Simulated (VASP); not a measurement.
# GaN (P6_3mc) in VASP: notebook, part 2 of 2

VASP 6.6.1.

## (4) Single point, PBE

Contents of INCAR:

```
PREC = Accurate
ENCUT = 450
EDIFF = 1E-6
ISMEAR = 0
SIGMA = 0.05
LREAL = F
LASPH = T
NELM = 100
ALGO = Normal
ISIF = 2
LWAVE = F
LCHARG = F
GGA = PE
ADDGRID = F
```

Contents of KPOINTS:

```
Automatic mesh
0
Gamma
  5 5 3
```

Contents of POSCAR:

```
GaN
1.0
    3.1800000000      0.0000000000      0.0000000000
   -1.5900000000      2.7539607840      0.0000000000
    0.0000000000      0.0000000000      5.1660000000
Ga N
2 2
Direct
    0.6666666667      0.3333333333      0.5000000000
    0.3333333333      0.6666666667      0.0000000000
    0.6666666667      0.3333333333      0.8750000000
    0.3333333333      0.6666666667      0.3750000000
```

Potentials or basis: VASP PAW PBE potentials, release 64 (Ga, N).

Launch:

```sh
cat potpaw_PBE.64/Ga/POTCAR potpaw_PBE.64/N/POTCAR > POTCAR
mpirun -np 1 vasp_std > vasp.out
```

OUTCAR:

```text
PREC = Accurate
   ENCUT = 450
   EDIFF = 1E-6
   ISMEAR = 0
   LREAL = F
   LASPH = T
   NELM = 100
   ISIF = 2
   GGA = PE

 Found     10 irreducible k-points:

 Following reciprocal coordinates:
            Coordinates               Weight
  0.000000  0.000000  0.000000      1.000000
  0.200000  0.000000  0.000000      6.000000
  0.400000  0.000000  0.000000      6.000000
  0.200000  0.200000  0.000000      6.000000
  0.400000  0.200000  0.000000      6.000000
  0.000000  0.000000  0.333333      2.000000
   k-points           NKPTS =     10   k-points in BZ     NKDIM =     10   number of bands    NBANDS=     12
   number of dos      NEDOS =    301   number of ions     NIONS =      4
   total plane-waves  NPLWV =  20736
   dimension x,y,z NGX =    24 NGY =   24 NGZ =   36
   dimension x,y,z NGXF=    48 NGYF=   48 NGZF=   72
   ions per type =               2   2
   NGX,Y,Z   is equivalent  to a cutoff of  12.55, 12.55, 11.59 a.u.
   NGXF,Y,Z  is equivalent  to a cutoff of  25.09, 25.09, 23.17 a.u.
 SYSTEM =  unknown system
   PREC   = accura    normal or accurate (medium, high low for compatibility)
   ISTART =      0    job   : 0-new  1-cont  2-samecut
   ICHARG =      2    charge: 1-file 2-atom 10-const
   ISPIN  =      1    spin polarized calculation?
   LNONCOLLINEAR =      F non collinear calculations
   LSORBIT =      F    spin-orbit coupling
   LASPH  =      T    aspherical Exc in radial PAW
   ENCUT  =  450.0 eV  33.07 Ry    5.75 a.u.   5.50  5.50  8.94*2*pi/ulx,y,z
   NELM   =    100;   NELMIN=  2; NELMDL= -5     # of ELM steps
   EDIFF  = 0.1E-05   stopping-criterion for ELM
   LREAL  =      F    real-space projection
   EDIFFG = 0.1E-04   stopping-criterion for IOM
   NSW    =      0    number of steps for IOM
   IBRION =     -1    ionic relax: 0-MD 1-quasi-New 2-CG
   NFREE  =      0    steps in history (QN), initial steepest desc. (CG)
   ISIF   =      2    stress and relaxation
   ISYM   =      2    0-nonsym 1-usesym 2-fastsym
   POTIM  = 0.5000    time-step for ionic-motion
   TEBEG  =    0.0;   TEEND  =   0.0 temperature during run
   PSTRESS=    0.0 pullay stress
   NELECT =      16.0000    total number of electrons
   NUPDOWN=      -1.0000    fix difference up-down
   EMIN   =  10.00;   EMAX   =-10.00  energy-range for DOS
   EFERMI =   0.00;   METHOD = LEGACY
   ISMEAR =     0;   SIGMA  =   0.05  broadening in eV -4-tet -1-fermi 0-gaus
   EFERMI_NEDOS =   21; number of points for ismear=-14 and -15
   IALGO  =     38    algorithm
   IMIX   =      4    mixing-type and parameters
     AMIX     =   0.40;   BMIX     =  1.00
     AMIX_MAG =   1.60;   BMIX_MAG =  1.00
  volume/ion in A,a.u.               =      11.31        76.33
  Fermi-wavevector in a.u.,A,eV,Ry     =   1.157715  2.187764 18.235949  1.340304
  Thomas-Fermi vector in A             =   2.294324
   LORBIT       =      0    0 simple, 1 ext, 2 COOP (PROOUT), +10 PAW based schemes
   GGA     = PE    functional components
   LHFCALC =     F    Hartree Fock is set to
   AEXX    =    0.0000 exact exchange contribution
   IVDW    =     0    specifies the selected vdW correction
   LEPSILON=     F    determine dielectric tensor
   LRPA    =     F    only Hartree local field effects (RPA)
 non-spin polarized calculation
 Gauss-broadening in eV      SIGMA  =   0.05
  energy-cutoff  :      450.00
  volume of cell :       45.24
 maximum number of plane-waves:      1002
 NGX is ok and might be reduce to    24
   NGX = 11   NGY = 11   NGZ = 17

 number of electron      15.9999999 magnetization

 Free energy of the ion-electron system (eV)
  ---------------------------------------------------
  ext. energy  EPLUGINS =         0.00000000
  ---------------------------------------------------
  free energy    TOTEN  =       -24.20810324 eV

  energy without entropy =      -24.20810324  energy(sigma->0) =      -24.20810324

 E-fermi :   3.3599     XC(G=0): -10.9070

 val. band max:        3.0824605151   @ k =   0.0000   0.0000   0.0000
 cond. band min:       5.1343059515   @ k =   0.0000   0.0000   0.0000
 fundamental gap:      2.0518454363
 Fermi energy:         3.3598798068

 k-point     1 :       0.0000    0.0000    0.0000
  band No.  band energies     occupation
      1     -12.9148      2.00000
      2     -10.4977      2.00000
      3      -3.9945      2.00000
      4       2.0345      2.00000
      5       2.0345      2.00000
      6       3.0235      2.00000
      7       3.0825      2.00000
      8       3.0825      2.00000
      9       5.1343      0.00000
     10       7.4955      0.00000
     11      12.4150      0.00000
     12      13.1290      0.00000

 k-point     2 :       0.2000    0.0000    0.0000
  band No.  band energies     occupation
      1     -12.3752      2.00000
      2     -10.1644      2.00000
      3      -3.4482      2.00000
      4      -0.1988      2.00000
      5       0.8639      2.00000
      6       1.3505      2.00000
      7       2.5979      2.00000
      8       2.7537      2.00000
      9       7.0153      0.00000
     10       9.0328      0.00000
     11      11.0111      0.00000
     12      11.9623      0.00000

 k-point     3 :       0.4000    0.0000    0.0000
  band No.  band energies     occupation
      1     -11.0538      2.00000
      2      -9.7374      2.00000
      3      -3.1112      2.00000
      4      -1.9341      2.00000
      5      -1.3478      2.00000
      6       0.4817      2.00000
      7       1.2718      2.00000
      8       2.2021      2.00000
      9       8.2450      0.00000
     10       8.8464      0.00000
     11       9.4764      0.00000
     12      11.7566      0.00000

 k-point     4 :       0.2000    0.2000    0.0000
  band No.  band energies     occupation
      1     -11.4159      2.00000
      2      -9.7531      2.00000
      3      -2.6985      2.00000
      4      -1.3569      2.00000
      5      -1.3196      2.00000
      6       0.0893      2.00000
      7       1.6387      2.00000
      8       1.7706      2.00000
      9       8.8659      0.00000
     10       9.7060      0.00000
     11      10.7160      0.00000
     12      10.7989      0.00000

 k-point     5 :       0.4000    0.2000    0.0000
  band No.  band energies     occupation
      1     -10.3614      2.00000
      2      -9.7828      2.00000
      3      -2.9605      2.00000
      4      -2.0614      2.00000
      5      -1.3245      2.00000
      6      -0.5047      2.00000
      7       0.5849      2.00000
      8       0.9385      2.00000
      9       8.6104      0.00000
     10      10.1665      0.00000
     11      10.3295      0.00000
     12      11.6340      0.00000

 k-point     6 :       0.0000    0.0000    0.3333
  band No.  band energies     occupation
      1     -12.4799      2.00000
      2     -11.3416      2.00000
      3      -2.3748      2.00000
      4       0.7369      2.00000
      5       2.2850      2.00000
      6       2.2850      2.00000
      7       2.8086      2.00000
      8       2.8086      2.00000
      9       6.8019      0.00000
     10       7.6290      0.00000
     11      11.8335      0.00000
     12      12.3094      0.00000

 [... further k-points ...]

------------------------ aborting loop because EDIFF is reached ----------------------------------------

  FORCE on cell =-STRESS in cart. coord.  units (eV):
  Direction    XX          YY          ZZ          XY          YZ          ZX
  --------------------------------------------------------------------------------------
  -------------------------------------------------------------------------------------
  Total        3.4607079      3.4607079      4.0067370      0.0000000      0.0000000     -0.0000000
  in kB      122.5564728    122.5564728    141.8933841      0.0000000      0.0000000     -0.0000000
  external PRESSURE =     129.0021099 kB  Pullay stress =       0.0000000 kB

 VOLUME and BASIS-vectors are now :
 -----------------------------------------------------------------------------
  energy-cutoff  :      450.00
  volume of cell :       45.24
      direct lattice vectors                 reciprocal lattice vectors
     3.180000000  0.000000000  0.000000000     0.314465409  0.181556688  0.000000000
    -1.590000000  2.753960784  0.000000000     0.000000000  0.363113377  0.000000000
     0.000000000  0.000000000  5.166000000     0.000000000  0.000000000  0.193573364

 POSITION                                       TOTAL-FORCE (eV/Angst)
 -----------------------------------------------------------------------------------
      1.59000      0.91799      2.58300         0.000000     -0.000000     -0.171013
     -0.00000      1.83597      0.00000         0.000000     -0.000000     -0.171013
      1.59000      0.91799      4.52025         0.000000      0.000000      0.171013
     -0.00000      1.83597      1.93725        -0.000000     -0.000000      0.171013
 -----------------------------------------------------------------------------------
    total drift:                               -0.000000     -0.000000     -0.001006

  FREE ENERGIE OF THE ION-ELECTRON SYSTEM (eV)
  ---------------------------------------------------
  free  energy   TOTEN  =       -24.2081032392 eV

  energy  without entropy=      -24.2081032392  energy(sigma->0) =      -24.20810324
```

Run time: 5.5 s. Hardware: 1 thread of Intel Xeon 6975P-C (Granite Rapids), shared host; peak memory 0.15 GiB.

The run converged, but some of its settings lie outside the range that counts as converged, so its numbers aren't taken as properties of the crystal.

What came out:

| Quantity | Value |
| --- | --- |
| Free energy | -24.2081 eV |
| Largest force | 0.171 eV/Å |
| Band gap on the k mesh | 2.05 eV, direct |

Caveat: the k mesh is coarse (spacing up to 0.46 Å⁻¹), so the values aren't converged; the cutoff is under 1.25 times the usual one of these potentials, so pressure, stress and relaxed cells hold a basis-set (Pulay) error.

## (5) Single point, PBE

INCAR is that of step 4.

KPOINTS is that of step 4.

Contents of POSCAR:

```
GaN
1.0
    3.1800000000      0.0000000000      0.0000000000
   -1.5900000000      2.7539607840      0.0000000000
    0.0000000000      0.0000000000      5.1660000000
Ga N
2 2
Direct
    0.6521390000      0.3316270000      0.5245870000
    0.3764220000      0.6884330000      0.0161300000
    0.6603830000      0.3218970000      0.8783140000
    0.3311160000      0.6688000000      0.3826530000
```

Potentials or basis: VASP PAW PBE potentials, release 64 (Ga, N).

Launch:

```sh
cat potpaw_PBE.64/Ga/POTCAR potpaw_PBE.64/N/POTCAR > POTCAR
mpirun -np 1 vasp_std > vasp.out
```

OUTCAR:

```text
PREC = Accurate
   ENCUT = 450
   EDIFF = 1E-6
   ISMEAR = 0
   LREAL = F
   LASPH = T
   NELM = 100
   ISIF = 2
   GGA = PE

 Found     38 irreducible k-points:

 Following reciprocal coordinates:
            Coordinates               Weight
  0.000000  0.000000  0.000000      1.000000
  0.200000  0.000000  0.000000      2.000000
  0.000000  0.200000  0.000000      2.000000
 -0.200000  0.200000  0.000000      2.000000
  0.400000  0.000000  0.000000      2.000000
  0.000000  0.400000  0.000000      2.000000
   k-points           NKPTS =     38   k-points in BZ     NKDIM =     38   number of bands    NBANDS=     12
   number of dos      NEDOS =    301   number of ions     NIONS =      4
   total plane-waves  NPLWV =  20736
   dimension x,y,z NGX =    24 NGY =   24 NGZ =   36
   dimension x,y,z NGXF=    48 NGYF=   48 NGZF=   72
   ions per type =               2   2
   NGX,Y,Z   is equivalent  to a cutoff of  12.55, 12.55, 11.59 a.u.
   NGXF,Y,Z  is equivalent  to a cutoff of  25.09, 25.09, 23.17 a.u.
 SYSTEM =  unknown system
   PREC   = accura    normal or accurate (medium, high low for compatibility)
   ISTART =      0    job   : 0-new  1-cont  2-samecut
   ICHARG =      2    charge: 1-file 2-atom 10-const
   ISPIN  =      1    spin polarized calculation?
   LNONCOLLINEAR =      F non collinear calculations
   LSORBIT =      F    spin-orbit coupling
   LASPH  =      T    aspherical Exc in radial PAW
   ENCUT  =  450.0 eV  33.07 Ry    5.75 a.u.   5.50  5.50  8.94*2*pi/ulx,y,z
   NELM   =    100;   NELMIN=  2; NELMDL= -5     # of ELM steps
   EDIFF  = 0.1E-05   stopping-criterion for ELM
   LREAL  =      F    real-space projection
   EDIFFG = 0.1E-04   stopping-criterion for IOM
   NSW    =      0    number of steps for IOM
   IBRION =     -1    ionic relax: 0-MD 1-quasi-New 2-CG
   NFREE  =      0    steps in history (QN), initial steepest desc. (CG)
   ISIF   =      2    stress and relaxation
   ISYM   =      2    0-nonsym 1-usesym 2-fastsym
   POTIM  = 0.5000    time-step for ionic-motion
   TEBEG  =    0.0;   TEEND  =   0.0 temperature during run
   PSTRESS=    0.0 pullay stress
   NELECT =      16.0000    total number of electrons
   NUPDOWN=      -1.0000    fix difference up-down
   EMIN   =  10.00;   EMAX   =-10.00  energy-range for DOS
   EFERMI =   0.00;   METHOD = LEGACY
   ISMEAR =     0;   SIGMA  =   0.05  broadening in eV -4-tet -1-fermi 0-gaus
[... 23 lines left out ...]
 number of electron      16.0000002 magnetization

 Free energy of the ion-electron system (eV)
  ---------------------------------------------------
  ext. energy  EPLUGINS =         0.00000000
  ---------------------------------------------------
  free energy    TOTEN  =       -23.92885980 eV

  energy without entropy =      -23.92885980  energy(sigma->0) =      -23.92885980

 E-fermi :   3.4914     XC(G=0): -10.9073

 val. band max:        3.2687507303   @ k =   0.0000   0.0000   0.0000
 cond. band min:       5.1114010864   @ k =   0.0000   0.0000   0.0000
 fundamental gap:      1.8426503561
 Fermi energy:         3.4914184207

 k-point     1 :       0.0000    0.0000    0.0000
  band No.  band energies     occupation
      1     -12.9390      2.00000
      2     -10.4434      2.00000
      3      -4.2374      2.00000
      4       1.7274      2.00000
      5       2.2826      2.00000
      6       2.8175      2.00000
      7       3.1043      2.00000
      8       3.2688      2.00000
      9       5.1114      0.00000
     10       7.6355      0.00000
     11      12.3016      0.00000
     12      12.8993      0.00000
[... 61 lines left out ...]
 k-point     6 :       0.0000    0.4000    0.0000
  band No.  band energies     occupation
      1     -11.0702      2.00000
      2      -9.7514      2.00000
      3      -3.1371      2.00000
      4      -2.0356      2.00000
      5      -1.3579      2.00000
      6       0.6077      2.00000
      7       0.9362      2.00000
      8       2.4579      2.00000
      9       8.2739      0.00000
     10       8.9337      0.00000
     11       9.4834      0.00000
     12      11.7252      0.00000

 [... further k-points ...]

------------------------ aborting loop because EDIFF is reached ----------------------------------------

  FORCE on cell =-STRESS in cart. coord.  units (eV):
  Direction    XX          YY          ZZ          XY          YZ          ZX
  --------------------------------------------------------------------------------------
  -------------------------------------------------------------------------------------
  Total        1.7849487      3.7157391      7.3537795     -1.0489219     -0.6629624     -0.2558033
  in kB       63.2116382    131.5880722    260.4245440    -37.1462067    -23.4779515     -9.0589416
  external PRESSURE =     151.7414182 kB  Pullay stress =       0.0000000 kB

 VOLUME and BASIS-vectors are now :
 -----------------------------------------------------------------------------
  energy-cutoff  :      450.00
  volume of cell :       45.24
      direct lattice vectors                 reciprocal lattice vectors
     3.180000000  0.000000000  0.000000000     0.314465409  0.181556688  0.000000000
    -1.590000000  2.753960784  0.000000000     0.000000000  0.363113377  0.000000000
     0.000000000  0.000000000  5.166000000     0.000000000  0.000000000  0.193573364

 POSITION                                       TOTAL-FORCE (eV/Angst)
 -----------------------------------------------------------------------------------
      1.54652      0.91329      2.71002         0.416014      0.122519     -2.660645
      0.10241      1.89592      0.08333        -0.995162     -1.146196     -0.307126
      1.58820      0.88649      4.53737         0.877591      1.121755      2.036238
     -0.01044      1.84185      1.97679        -0.298443     -0.098078      0.931533
 -----------------------------------------------------------------------------------
    total drift:                                0.000124     -0.000237     -0.000888

  FREE ENERGIE OF THE ION-ELECTRON SYSTEM (eV)
  ---------------------------------------------------
  free  energy   TOTEN  =       -23.9288597987 eV

  energy  without entropy=      -23.9288597987  energy(sigma->0) =      -23.92885980
```

stdout:

```text
POSCAR found type information on POSCAR GaN
 POSCAR found :  2 types and       4 ions
 scaLAPACK will be used
 LDA part: xc-table for (Slater+PW92), standard interpolation
 POSCAR, INCAR and KPOINTS ok, starting setup
 FFT: planning ... GRIDC
 FFT: planning ... GRID_SOFT
 FFT: planning ... GRID
 WAVECAR not read
 entering main loop
```

Wall time 8.9 s (1 thread of Intel Xeon 6975P-C (Granite Rapids), shared host); peak memory 0.15 GiB.

These settings aren't checked as converged: the numbers below hold their error.

Results:

- Free energy: -23.9289 eV
- Largest force: 2.696 eV/Å
- Band gap on the k mesh: 1.84 eV, direct

Caveat: the k mesh is coarse (spacing up to 0.46 Å⁻¹), so the values aren't converged; the cutoff is under 1.25 times the usual one of these potentials, so pressure, stress and relaxed cells hold a basis-set (Pulay) error.

## (6) Single point, PBE

INCAR: that of step 5 with these lines changed.

```diff
@@ -2,3 +2,3 @@
 ENCUT = 450
-EDIFF = 1E-6
+EDIFF = 1E-7
 ISMEAR = 0
@@ -13,2 +13,2 @@
 GGA = PE
-ADDGRID = F
+ADDGRID = T
```

KPOINTS is that of step 5.

Contents of POSCAR:

```
GaN
1.0
    3.1800000000      0.0000000000      0.0000000000
   -1.5900000000      2.7539607840      0.0000000000
    0.0000000000      0.0000000000      5.1660000000
Ga N
2 2
Direct
    0.6666666667      0.3333333333      0.5000000000
    0.3333333333      0.6666666667      0.0000000000
    0.6666666667      0.3333333333      0.8750000000
    0.3333333333      0.6666666667      0.3750000000
```

Potentials or basis: VASP PAW PBE potentials, release 64 (Ga, N).

Launch:

```sh
cat potpaw_PBE.64/Ga/POTCAR potpaw_PBE.64/N/POTCAR > POTCAR
mpirun -np 1 vasp_std > vasp.out
```

Run time: 12 s. Hardware: 1 thread of Intel Xeon 6975P-C (Granite Rapids), shared host; peak memory 0.24 GiB.

The run converged, but some of its settings lie outside the range that counts as converged, so its numbers aren't taken as properties of the crystal.

Results:

```yaml
Free_energy: -24.2081 eV
Largest_force: 0.171 eV/Å
Band_gap_on_the_k_mesh: 2.05 eV, direct
```

Caveat: the k mesh is coarse (spacing up to 0.46 Å⁻¹), so the values aren't converged; the cutoff is under 1.25 times the usual one of these potentials, so pressure, stress and relaxed cells hold a basis-set (Pulay) error.
